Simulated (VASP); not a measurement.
## TaN: equation of state with LDA

Crystal: TaN.

```
Ta N
1.0
     2.91189    0.00000    0.00000
    -1.45594    2.52177    0.00000
     0.00000    0.00000    2.85627
Ta N
1 1
Direct
  0.00000 0.00000 0.50000
  0.66667 0.33333 0.00000
```

```
Program             : VASP 6.6.1
Task                : equation of state
Functional          : LDA
Potentials or basis : VASP PAW LDA potentials, release 64 (Ta_pv, N)
Cutoff              : 520 eV
k mesh              : 8 × 8 × 8
Occupations         : fermi-dirac, width 0.05 eV
Spin                : no spin polarisation
```

| Quantity | Value |
| --- | --- |
| Equilibrium volume | 10.49 Å³/atom |
| Bulk modulus at fixed shape and positions | 381 GPa |
| Pressure derivative of the bulk modulus | 4.4 (rough: it moves with the points fitted) |

Energy against volume, from the lowest point:
| volume (Å³/atom) | energy (meV/atom) |
| --- | --- |
| 10.067 | 21.82 |
| 10.277 | 5.35 |
| 10.487 | 0.00 |
| 10.697 | 4.67 |
| 10.906 | 18.32 |

All runs of the series together: 31 s on 1 thread of Intel(R) Xeon(R) Platinum 8488C (Sapphire Rapids), with other jobs on the host.

Caveat: the cell was scaled at fixed shape and fractional positions, which overstates the stiffness of a crystal with free parameters, most of all of layers and chains. Spin-orbit coupling is left out, which matters for the levels of Ta.
